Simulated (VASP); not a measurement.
# CdS (Hawleyite) (F-43m) in VASP: a series of runs

The runs below take CdS (Hawleyite) through G0W0 quasiparticle levels, with PBE.

Everything below comes from runs of VASP 6.6.1. Logs are shortened: lines on timing, memory, paths and dates and some standing lists are left out, and cuts for length are marked.

## (1) The structure

The structure is cubic, space group F-43m (No. 216). The conventional cell has a = 5.833 Å, b = 5.833 Å, c = 5.833 Å, α = 90.00°, β = 90.00°, γ = 90.00°. Around Cd (site symmetry -43m) lie 4 S at 2.53 Å. S (site symmetry -43m) has 4 Cd at 2.53 Å as nearest neighbours.

## (2) G0W0 quasiparticle levels, PBE

POSCAR

```
CdS
1.0
    0.0000000000      2.9165000000      2.9165000000
    2.9165000000      0.0000000000      2.9165000000
    2.9165000000      2.9165000000      0.0000000000
Cd S
1 1
Direct
    0.0000000000      0.0000000000      0.0000000000
    0.7500000000      0.7500000000      0.7500000000
```

INCAR.step1

```
PREC     = Accurate       # precision mode
ENCUT    = 450            # plane-wave cutoff, eV
EDIFF    = 1E-8           # SCF threshold, eV
ISMEAR   = 0              # smearing method
SIGMA    = 0.01           # smearing width, eV
LREAL    = F              # projectors in reciprocal space
LASPH    = T              # aspherical terms in the spheres
NELM     = 60             # most SCF steps
ALGO     = Normal         # electronic algorithm
LWAVE    = T              # write WAVECAR
LCHARG   = F              # write CHGCAR
GGA      = PE             # functional
```

INCAR.step2

```
PREC     = Accurate       # precision mode
ENCUT    = 450            # plane-wave cutoff, eV
EDIFF    = 1E-8           # SCF threshold, eV
ISMEAR   = 0              # smearing method
SIGMA    = 0.01           # smearing width, eV
LREAL    = F              # projectors in reciprocal space
LASPH    = T              # aspherical terms in the spheres
NELM     = 1              # most SCF steps
ALGO     = Exact          # electronic algorithm
LWAVE    = T              # write WAVECAR
LCHARG   = F              # write CHGCAR
GGA      = PE             # functional
NBANDS   = 23             # bands
LOPTICS  = T              # frequency-dependent dielectric function
ISTART   = 1
```

INCAR.step3

```
PREC     = Accurate       # precision mode
ENCUT    = 450            # plane-wave cutoff, eV
EDIFF    = 1E-8           # SCF threshold, eV
ISMEAR   = 0              # smearing method
SIGMA    = 0.01           # smearing width, eV
LREAL    = F              # projectors in reciprocal space
LASPH    = T              # aspherical terms in the spheres
ALGO     = EVGW0          # electronic algorithm
LWAVE    = F              # write WAVECAR
LCHARG   = F              # write CHGCAR
GGA      = PE             # functional
NELMGW   = 1            
NBANDS   = 23             # bands
ENCUTGW  = 150            # cutoff of the response function
NOMEGA   = 48             # frequency points
PRECFOCK = Fast         
ISTART   = 1            
NBANDSGW = 17
```

KPOINTS

```
Automatic mesh
0
Gamma
  3 3 3
```

Potentials or basis: VASP PAW PBE potentials, release 64 (Cd_GW, S_GW).

Run with:

```sh
$ cat potpaw_PBE.64/Cd_GW/POTCAR potpaw_PBE.64/S_GW/POTCAR > POTCAR
$ cp INCAR.step1 INCAR
$ mpirun -np 1 vasp_std > vasp.out
$ cp INCAR.step2 INCAR
$ mpirun -np 1 vasp_std > vasp.out
$ cp INCAR.step3 INCAR
$ mpirun -np 1 vasp_std > vasp.out
```

OUTCAR:

```text
PREC = Accurate
   ENCUT = 450
   EDIFF = 1E-8
   ISMEAR = 0
   LREAL = F
   LASPH = T
   GGA = PE
   NELMGW = 1
   ENCUTGW = 150
   PRECFOCK = Fast
   ISTART = 1

 Found      4 irreducible k-points:

 Following reciprocal coordinates:
            Coordinates               Weight
  0.000000  0.000000  0.000000      1.000000
  0.333333  0.000000  0.000000      8.000000
  0.333333  0.333333  0.000000      6.000000
 -0.333333  0.333333  0.000000     12.000000
   k-points           NKPTS =      4   k-points in BZ     NKDIM =     27   number of bands    NBANDS=     23
   number of dos      NEDOS =    301   number of ions     NIONS =      2
   total plane-waves  NPLWV =  27000
   dimension x,y,z NGX =    30 NGY =   30 NGZ =   30
   dimension x,y,z NGXF=    60 NGYF=   60 NGZF=   60
   ions per type =               1   1
   NGX,Y,Z   is equivalent  to a cutoff of  12.09, 12.09, 12.09 a.u.
   NGXF,Y,Z  is equivalent  to a cutoff of  24.18, 24.18, 24.18 a.u.
 SYSTEM =  unknown system
   PREC   = accura    normal or accurate (medium, high low for compatibility)
   ISTART =      1    job   : 0-new  1-cont  2-samecut
   ICHARG =      0    charge: 1-file 2-atom 10-const
   ISPIN  =      1    spin polarized calculation?
   LNONCOLLINEAR =      F non collinear calculations
   LSORBIT =      F    spin-orbit coupling
   LASPH  =      T    aspherical Exc in radial PAW
   ENCUT  =  450.0 eV  33.07 Ry    5.75 a.u.   7.13  7.13  7.13*2*pi/ulx,y,z
   NELM   =     60;   NELMIN=  2; NELMDL=  0     # of ELM steps
   EDIFF  = 0.1E-07   stopping-criterion for ELM
   LREAL  =      F    real-space projection
   EDIFFG = 0.1E-06   stopping-criterion for IOM
   NSW    =      0    number of steps for IOM
   IBRION =     -1    ionic relax: 0-MD 1-quasi-New 2-CG
   NFREE  =      0    steps in history (QN), initial steepest desc. (CG)
   ISIF   =      0    stress and relaxation
   ISYM   =      3    0-nonsym 1-usesym 2-fastsym
   POTIM  = 0.5000    time-step for ionic-motion
   TEBEG  =    0.0;   TEEND  =   0.0 temperature during run
   PSTRESS=    0.0 pullay stress
   NELECT =      18.0000    total number of electrons
   NUPDOWN=      -1.0000    fix difference up-down
   EMIN   =  10.00;   EMAX   =-10.00  energy-range for DOS
   EFERMI =   0.00;   METHOD = LEGACY
   ISMEAR =     0;   SIGMA  =   0.01  broadening in eV -4-tet -1-fermi 0-gaus
   EFERMI_NEDOS =   21; number of points for ismear=-14 and -15
   IALGO  =     38    algorithm
   IMIX   =      4    mixing-type and parameters
     AMIX     =   0.40;   BMIX     =  1.00
     AMIX_MAG =   1.60;   BMIX_MAG =  1.00
  volume/ion in A,a.u.               =      24.81       167.41
  Fermi-wavevector in a.u.,A,eV,Ry     =   1.167599  2.206442 18.548649  1.363287
  Thomas-Fermi vector in A             =   2.304097
   LORBIT       =      0    0 simple, 1 ext, 2 COOP (PROOUT), +10 PAW based schemes
   GGA     = PE    functional components
   LHFCALC =     T    Hartree Fock is set to
   PRECFOCK=fast      Normal, Fast or Accurate (Low or Medium for compatibility)
   ENCUT4O =  -1.0   cutoff for four orbital integrals eV
   NKREDX  =     1    reduce k-point grid by
   NKREDY  =     1    reduce k-point grid by
   NKREDZ  =     1    reduce k-point grid by
   AEXX    =    1.0000 exact exchange contribution
   HFSCREEN=    0.0000 screening length (either q_TF or 0.3 A-1)
   HFSCREENC=   0.0000 screening length for correlation (either q_TF or 0.3 A-1)
   ENCUTFOCK=  -1.0 apply spherical cutoff to Coloumb kernel
   IVDW    =     0    specifies the selected vdW correction
   LEPSILON=     F    determine dielectric tensor
   LRPA    =     F    only Hartree local field effects (RPA)
   LRPAFORCE           =     F    calculate RPA forces
   ENCUTGW             = 150.0    cutoff for response function in eV
   ENCUTGWSOFT         = 120.0    soft cutoff for Coulomb kernel in GW response function in eV
   ENCUTLF             =  -1.0    cutoff for local field effects
   NELMGW              =     1    number of iterations in solving QP/BSE equation
   NELMHF              =     1    number of iterations in the inner HF iteration
   NKREDLFX            =     1    NKREDLFY  =   1   NKREDLFZ  =   1
 non-spin polarized calculation
 Gauss-broadening in eV      SIGMA  =   0.01
  energy-cutoff  :      450.00
  volume of cell :       49.62
 maximum number of plane-waves:      1089
 NGX is ok and might be reduce to    30
  NGX = 16; NGY = 16; NGZ = 16
   NGX = 15   NGY = 15   NGZ = 15
 maximum number of plane-waves:       212

 QP shifts <psi_nk| G(iteration)W_0 |psi_nk>: iteration 1
 for sc-GW calculations column KS-energies equals QP-energies in previous step
 and V_xc(KS)=  KS-energies - (<T + V_ion + V_H > + <T+V_H+V_ion>^1  + <V_x>^1)

 k-point   1 :       0.0000    0.0000    0.0000
  band No.  KS-energies  QP-energies   sigma(KS)   V_xc(KS)     V^pw_x(r,r')   Z            occupation Imag(sigma)

      1      -9.6269      -9.5148     -12.8130     -12.9919     -20.9027       0.6266       2.0000       1.3949
      2      -5.0684      -6.1936     -16.8046     -15.1709     -22.9360       0.6887       2.0000       0.3567
      3      -5.0684      -6.1936     -16.8046     -15.1709     -22.9360       0.6887       2.0000       0.3567
      4      -5.0684      -6.1936     -16.8046     -15.1709     -22.9360       0.6887       2.0000       0.3567
      5      -4.5976      -5.8359     -17.2623     -15.4962     -23.2435       0.7012       2.0000       0.2966
      6      -4.5976      -5.8359     -17.2623     -15.4962     -23.2435       0.7012       2.0000       0.2966
[... 9 lines left out ...]
     16      14.1407      15.1561      -6.5619      -7.8901      -2.3983       0.7645       0.0000      -0.4565
     17      15.9596      16.6830      -6.2773      -7.2158      -2.1079       0.7707       0.0000      -0.5547

 k-point   2 :       0.3333    0.0000    0.0000
  band No.  KS-energies  QP-energies   sigma(KS)   V_xc(KS)     V^pw_x(r,r')   Z            occupation Imag(sigma)

      1      -9.3038      -9.2159     -13.2798     -13.4191     -21.2667       0.6312       2.0000       1.2942
      2      -4.9703      -6.1115     -16.8959     -15.2474     -23.0090       0.6923       2.0000       0.3502
      3      -4.9703      -6.1115     -16.8959     -15.2474     -23.0090       0.6923       2.0000       0.3502
      4      -4.5971      -5.6950     -16.6208     -15.0455     -22.6116       0.6970       2.0000       0.3581
      5      -4.5807      -5.8205     -17.2813     -15.5178     -23.2754       0.7030       2.0000       0.2975
      6      -4.5807      -5.8205     -17.2813     -15.5178     -23.2754       0.7030       2.0000       0.2975
[... 9 lines left out ...]
     16      13.7010      15.0654      -8.2061     -10.0127      -4.4381       0.7553       0.0000      -0.3482
     17      18.3220      20.1495      -7.9533     -10.2802      -3.6687       0.7854       0.0000      -0.8640

 k-point   3 :       0.3333    0.3333    0.0000
  band No.  KS-energies  QP-energies   sigma(KS)   V_xc(KS)     V^pw_x(r,r')   Z            occupation Imag(sigma)

      1      -9.2013      -9.1246     -13.4394     -13.5609     -21.3927       0.6313       2.0000       1.2607
      2      -4.8462      -5.9954     -16.5649     -14.9175     -22.5267       0.6976       2.0000       0.3483
      3      -4.8208      -5.9795     -17.0780     -15.4114     -23.1891       0.6952       2.0000       0.3425
      4      -4.8208      -5.9795     -17.0780     -15.4114     -23.1891       0.6952       2.0000       0.3425
      5      -4.5327      -5.7813     -17.3378     -15.5674     -23.3312       0.7053       2.0000       0.2930
      6      -4.4825      -5.6192     -16.8395     -15.2174     -22.8132       0.7007       2.0000       0.3302
[... 9 lines left out ...]
     16      18.0285      19.2292      -6.6402      -8.1650      -2.5435       0.7875       0.0000      -0.6802
     17      18.1520      19.9699      -8.6416     -11.0075      -4.2656       0.7684       0.0000      -0.8262

 k-point   4 :      -0.3333    0.3333    0.0000
  band No.  KS-energies  QP-energies   sigma(KS)   V_xc(KS)     V^pw_x(r,r')   Z            occupation Imag(sigma)

      1      -9.0987      -9.0387     -13.6312     -13.7258     -21.5520       0.6337       2.0000       1.2250
      2      -4.8899      -6.0524     -16.8735     -15.2036     -22.9342       0.6962       2.0000       0.3454
      3      -4.8169      -5.9761     -17.0822     -15.4167     -23.1912       0.6960       2.0000       0.3409
      4      -4.6468      -5.8761     -17.1730     -15.4189     -23.1757       0.7008       2.0000       0.3065
      5      -4.5750      -5.8189     -17.2740     -15.5085     -23.2673       0.7045       2.0000       0.2969
      6      -4.0334      -5.1307     -17.1558     -15.5957     -23.1416       0.7033       2.0000       0.3247
[... 9 lines left out ...]
     16      17.1131      18.7564      -8.0183     -10.1620      -3.8311       0.7666       0.0000      -0.6356
     17      17.7266      19.6576      -8.5363     -11.0242      -4.1776       0.7761       0.0000      -0.8170
```

Run time: 27 s. Hardware: 1 thread of Intel Xeon 6975P-C (Granite Rapids), shared host; peak memory 0.32 GiB.

These settings aren't checked as converged: the numbers below hold their error.

What came out:

```
Band gap on the k mesh, mean-field level : 1.10 eV, direct
Quasiparticle gap                        : 1.92 eV
Least direct quasiparticle gap           : 1.92 eV
```

Caveat: the k mesh is coarse (spacing up to 0.62 Å⁻¹), so the values aren't converged; bands, screening cutoff and mesh are small and nothing is extrapolated, so the quasiparticle values aren't converged.

(Part 1 of 2 ends here.)
